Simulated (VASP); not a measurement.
# As in VASP: a series of runs, part 3 of 3

VASP 6.6.1. The steps go on from the part before.

## Step 7: Single point, PBE+D3(BJ)

This run uses another cell than the first one, of 143.71 Å³/atom, 0.929 times its volume.

INCAR reads:

```
SYSTEM = As
  PREC = Accurate
  ENCUT = 520
  EDIFF = 1E-6
  ISMEAR = 0
  SIGMA = 0.1
  LREAL = .FALSE.
  LASPH = .TRUE.
  NELM = 100
  ALGO = Normal
  ISIF = 2
  LWAVE = .FALSE.
  LCHARG = .TRUE.
  LDIPOL = .TRUE.
  IDIPOL = 3
  DIPOL = 0.5 0.5 0.500
  GGA = PE
  IVDW = 12
  LELF = .TRUE.
  LVHAR = .TRUE.
  LVACPOTAV = .TRUE.
  NBANDS = 12
```

KPOINTS reads:

```
regular mesh
0
G
  6 6 1
  0 0 0
```

POSCAR reads:

```
As
1.0
    3.4427833217      0.0000000000      0.0000000000
   -1.7213916608      2.9815378163      0.0000000000
    0.0000000000      0.0000000000     28.0000000000
As
2
Direct
    0.3333333333      0.6666666667      0.5233750000
    0.6666666667      0.3333333333      0.4766250000
```

Potentials or basis: VASP PAW PBE potentials, release 64 (As).

Command:

```
cat potpaw_PBE.64/As/POTCAR > POTCAR
mpirun -np 1 vasp_std > vasp.out
```

OUTCAR:

```text
SYSTEM = As
   PREC = Accurate
   ENCUT = 520
   EDIFF = 1E-6
   ISMEAR = 0
   LREAL = .FALSE.
   LASPH = .TRUE.
   NELM = 100
   ISIF = 2
   GGA = PE
   IVDW = 12
 IVDW          = 12

 ion  position               nearest neighbor table
   1  0.333  0.667  0.523-   2 2.38   2 2.38   2 2.38
   2  0.667  0.333  0.477-   1 2.38   1 2.38   1 2.38

  LATTYP: Found a hexagonal cell.
 ALAT       =     3.4427833217
 C/A-ratio  =     8.1329544684

  Lattice vectors:

 A1 = (   3.4427833217,   0.0000000000,   0.0000000000)
 A2 = (  -1.7213916608,   2.9815378163,   0.0000000000)
 A3 = (   0.0000000000,   0.0000000000,  28.0000000000)

Analysis of symmetry for initial positions (statically):
=====================================================================
 Subroutine PRICEL returns:
 Original cell was already a primitive cell.

 Routine SETGRP: Setting up the symmetry group for a
 hexagonal supercell.

 Subroutine GETGRP returns: Found 12 space group operations
 (whereof 12 operations were pure point group operations)
 out of a pool of 24 trial point group operations.

The static configuration has the point symmetry D_3d.

Analysis of symmetry for dynamics (positions and initial velocities):
=====================================================================
 Subroutine PRICEL returns:
 Original cell was already a primitive cell.

 Routine SETGRP: Setting up the symmetry group for a
 hexagonal supercell.

 Subroutine GETGRP returns: Found 12 space group operations
 (whereof 12 operations were pure point group operations)
 out of a pool of 24 trial point group operations.

The dynamic configuration has the point symmetry D_3d.

 Subroutine INISYM returns: Found 12 space group operations
 (whereof 12 operations are pure point group operations),
 and found     1 'primitive' translations

----------------------------------------------------------------------------------------

                                     Primitive cell

  volume of cell :     287.4141

[... 110 lines left out ...]

 dipolmoment           0.000000      0.000000     -0.000000 electrons x Angstroem

 Free energy of the ion-electron system (eV)
  ---------------------------------------------------
  ext. energy  EPLUGINS =         0.00000000
  ---------------------------------------------------
  free energy    TOTEN  =        -9.06533045 eV

  energy without entropy =       -9.06533045  energy(sigma->0) =       -9.06533045

 E-fermi :  -3.5281     XC(G=0):  -1.9270

 val. band max:       -4.0202608295   @ k =   0.0000   0.0000   0.0000
 cond. band min:      -2.3186364716   @ k =   0.3333   0.0000   0.0000
 fundamental gap:      1.7016243579
 Fermi energy:        -3.5281312225

 k-point     1 :       0.0000    0.0000    0.0000
  band No.  band energies     occupation
      1     -18.5825      2.00000
      2     -11.1295      2.00000
      3      -4.6037      2.00000
      4      -4.0203      2.00000
      5      -4.0203      2.00000
      6      -1.4027      0.00000
      7      -0.1046      0.00000
      8      -0.1046      0.00000
      9       0.8589      0.00000
     10       1.2281      0.00000
     11       1.6172      0.00000
     12       1.8603      0.00000
[... 76 lines left out ...]
 k-point     7 :       0.3333    0.3333    0.0000
  band No.  band energies     occupation
      1     -14.3877      2.00000
      2     -14.3877      2.00000
      3      -9.1998      2.00000
      4      -6.0580      2.00000
      5      -6.0580      2.00000
      6      -1.9549      0.00000
      7       1.2003      0.00000
      8       1.2003      0.00000
      9       4.3471      0.00000
     10       5.5018      0.00000
     11       5.5018      0.00000
     12       6.0944      0.00000

------------------------ aborting loop because EDIFF is reached ----------------------------------------

 vacuum level on the upper side and lower side of the slab       (xc-potential included)        -0.132        -0.132

 Edisp (eV)   -0.45924

 E8    (eV) :    -0.2080

  FORCE on cell =-STRESS in cart. coord.  units (eV):
  Direction    XX          YY          ZZ          XY          YZ          ZX
  --------------------------------------------------------------------------------------
  -------------------------------------------------------------------------------------
  Total       3.12435     3.12435     2.63859     0.00000     0.00000     0.00000
  in kB      17.41656    17.41656    14.70873     0.00000     0.00000     0.00000
  external pressure =       16.51 kB  Pullay stress =        0.00 kB

 VOLUME and BASIS-vectors are now :
 -----------------------------------------------------------------------------
  energy-cutoff  :      520.00
  volume of cell :      287.41
      direct lattice vectors                 reciprocal lattice vectors
     3.442783322  0.000000000  0.000000000     0.290462660  0.167698695  0.000000000
    -1.721391661  2.981537816  0.000000000     0.000000000  0.335397389  0.000000000
     0.000000000  0.000000000 28.000000000     0.000000000  0.000000000  0.035714286

 POSITION                                       TOTAL-FORCE (eV/Angst)
 -----------------------------------------------------------------------------------
     -0.00000      1.98769     14.65450        -0.000000      0.000000      2.017626
      1.72139      0.99385     13.34550         0.000000     -0.000000     -2.017626
 -----------------------------------------------------------------------------------
    total drift:                                0.000000     -0.000000      0.000000

  FREE ENERGIE OF THE ION-ELECTRON SYSTEM (eV)
  ---------------------------------------------------
  free  energy   TOTEN  =        -9.5245753248 eV

  energy  without entropy=       -9.5245753248  energy(sigma->0) =       -9.52457532

 vacuum level on the upper side and lower side of the slab         1.484         1.484
```

OSZICAR:

```text
N       E                     dE             d eps       ncg     rms          rms(c)
DAV:   1     0.698134629950E+02    0.69813E+02   -0.27680E+03   168   0.531E+02
DAV:   2    -0.242262289048E+01   -0.72236E+02   -0.60882E+02   272   0.910E+01
DAV:   3    -0.906217308351E+01   -0.66396E+01   -0.66258E+01   228   0.378E+01
[... 12 lines left out ...]
DAV:  16    -0.906532232975E+01   -0.94313E-05   -0.62791E-07   212   0.165E-03    0.536E-04
DAV:  17    -0.906532737378E+01   -0.50440E-05   -0.10965E-07   212   0.725E-04    0.697E-04
DAV:  18    -0.906532873211E+01   -0.13583E-05   -0.17742E-08   184   0.358E-04    0.245E-04
DAV:  19    -0.906533033392E+01   -0.16018E-05   -0.49949E-08   188   0.424E-04    0.869E-05
DAV:  20    -0.906533045172E+01   -0.11780E-06   -0.44381E-10   188   0.890E-05
   1 F= -.95245753E+01 E0= -.95245753E+01  d E =-.950396E-13
```

Run time: 52 s. Hardware: 1 thread of Intel Xeon Platinum 8488C (Sapphire Rapids), shared host; peak memory 0.4 GiB.

Results:

```yaml
Free_energy: -9.5246 eV
Largest_force: 2.018 eV/Å
Band_gap_on_the_k_mesh: 1.70 eV, indirect (least direct gap 2.31 eV)
Dispersion_energy_per_atom: -0.230 eV
Ionisation_potential_of_the_upper_face: 5.50 eV
```

Forces in eV/Å, atoms in the order of the input:
```
As   0.000  0.000  2.018
As   0.000  0.000 -2.018
```

Expect the measured gap to be larger: semilocal functionals such as PBE lack the derivative discontinuity.

## Step 8: Summary

```csv
cell,k mesh,smearing,gap on the mesh (eV),largest force (eV/Å)
"P-3m1, 154.64 Å³/atom",9 × 9 × 1,gaussian 0.02 eV,1.55,0.09
"P-3m1, 155.26 Å³/atom",9 × 9 × 1,gaussian 0.02 eV,1.58,0.12
the lower layer alone in the bilayer's cell,9 × 9 × 1,gaussian 0.05 eV,1.55,0.09
"P-3m1, 155.26 Å³/atom",6 × 6 × 1,gaussian 0.1 eV,1.58,0.09
"P-3m1, 143.71 Å³/atom",6 × 6 × 1,gaussian 0.1 eV,1.70,2.02
```

Alike in all rows: task single point; level PBE+D3(BJ); potentials or basis VASP PAW PBE potentials, release 64 (As); no spin polarisation; cutoff (eV) 520.

On the cell as given the gap runs from 1.55 eV (PBE+D3(BJ)) to 1.70 eV (PBE+D3(BJ)); the meshes differ, which moves gaps too.

Total energies depend on the potentials used, so only differences within one code and one set of settings carry meaning.
